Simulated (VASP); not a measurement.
Wanted: the native input for a VASP 6.6.1 run.

* Task: band structure
* Functional: r2SCAN
* Potentials or basis: VASP PAW PBE potentials, release 64 (Zn, O)
* Cutoff: 450 eV
* k mesh: 12 × 12 × 8
* Occupations: gaussian, width 0.02 eV
* Spin: no spin polarisation
* Further INCAR settings: ALGO = Normal; EDIFF = 1e-06

The structure of ZnO lies in POSCAR:

```
ZnO                                     
1.0
    3.2862418568      0.0000000000      0.0000000000
   -1.6431209284      2.8459689237      0.0000000000
    0.0000000000      0.0000000000      5.3016915136
  Zn              O             
     2     2
Direct
     0.6666666699999979    0.3333333300000021    0.5005795292746171
     0.3333333300000021    0.6666666699999979    0.0005795292746171
     0.6666666699999979    0.3333333300000021    0.8797304707253844
     0.3333333300000021    0.6666666699999979    0.3797304707253844
```

The cell is a database's computed one.

The input as run:

INCAR

```
  PREC = Accurate
  ENCUT = 450
  EDIFF = 1E-6
  ISMEAR = 0
  SIGMA = 0.02
  LREAL = F
  LASPH = T
  NELM = 120
  ALGO = Normal
  ISIF = 2
  LWAVE = F
  LCHARG = F
  METAGGA = R2SCAN
  LMIXTAU = T
  KPAR = 4
```

KPOINTS

```
regular mesh
0
Gamma
  12 12 8
```

KPOINTS_OPT

```
path GMKGALHA,LM,KH
15
line-mode
reciprocal
 0.0000000000  0.0000000000  0.0000000000  G
 0.5000000000  0.0000000000  0.0000000000  M

 0.5000000000  0.0000000000  0.0000000000  M
 0.3333333333  0.3333333333  0.0000000000  K

 0.3333333333  0.3333333333  0.0000000000  K
 0.0000000000  0.0000000000  0.0000000000  G

 0.0000000000  0.0000000000  0.0000000000  G
 0.0000000000  0.0000000000  0.5000000000  A

 0.0000000000  0.0000000000  0.5000000000  A
 0.5000000000  0.0000000000  0.5000000000  L

 0.5000000000  0.0000000000  0.5000000000  L
 0.3333333333  0.3333333333  0.5000000000  H

 0.3333333333  0.3333333333  0.5000000000  H
 0.0000000000  0.0000000000  0.5000000000  A

 0.5000000000  0.0000000000  0.5000000000  L
 0.5000000000  0.0000000000  0.0000000000  M

 0.3333333333  0.3333333333  0.0000000000  K
 0.3333333333  0.3333333333  0.5000000000  H
```

Potentials or basis: VASP PAW PBE potentials, release 64 (Zn, O).

Launch:

```sh
$ cat potpaw_PBE.64/Zn/POTCAR potpaw_PBE.64/O/POTCAR > POTCAR
$ mpirun -np 4 vasp_std > vasp.out
```

Results of the run:

```
Largest force           : 0.018 eV/Å
Band gap on the k mesh  : 1.16 eV, direct
Band gap along the path : 1.16 eV, direct
```

Caveat: the PAW data sets were made with another functional, which shifts forces and pressure a little.

It took 110 s on 4 MPI ranks on Intel(R) Xeon(R) 6975P-C (Granite Rapids), with other jobs on the host, peak memory 0.25 GiB a rank.
